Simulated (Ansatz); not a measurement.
**GaN in Ansatz: the effect of functional**

GaN:

```
CELL_PARAMETERS angstrom
3.27453 0.00000 0.00000
-1.63726 2.83582 0.00000
0.00000 0.00000 10.55997
ATOMIC_POSITIONS crystal
Ga 0.00000 0.00000 0.78587
Ga 0.66667 0.33333 0.03735
Ga 0.33333 0.66667 0.53735
Ga 0.00000 0.00000 0.28587
N 0.00000 0.00000 0.09304
N 0.66667 0.33333 0.34375
N 0.00000 0.00000 0.59304
N 0.33333 0.66667 0.84374
```

The cell is a database's computed one.

The cell isn't the ideal one: volume scaled by 1.06.

Alike in all runs:

| Quantity | Value |
| --- | --- |
| Program | Ansatz 0.2.0 |
| Task | single point |
| Potentials or basis | Ansatz PAW |
| k mesh | 10 × 10 × 3 |
| Occupations | fermi-dirac, width 0.05 eV |
| Spin | no spin polarisation |

| functional | cutoff | gap on the mesh (eV) | pressure (GPa) | largest force (eV/Å) |
| --- | --- | --- | --- | --- |
| r2SCAN | 500 eV (not typed: the program's choice for these potentials) | ? | ? | ? |
| LDA | 420 eV (not typed: the program's choice for these potentials) | 0.41 | -18.6 | 0.41 |
| PBE | 420 eV (not typed: the program's choice for these potentials) | 0.41 | -8.7 | 0.25 |

Problem. What does the run with functional r2SCAN give?

Solution. gap on the mesh 0.78 eV; pressure -14.8 GPa; largest force 0.38 eV/Å.

Caveats: odd divisions of the mesh miss points on the zone boundary, where band edges often lie, so the gap on the mesh can be too wide; the PAW data sets come from PBE, with cores solved anew for the run's functional, which leaves a small shift of forces and pressure (some runs).

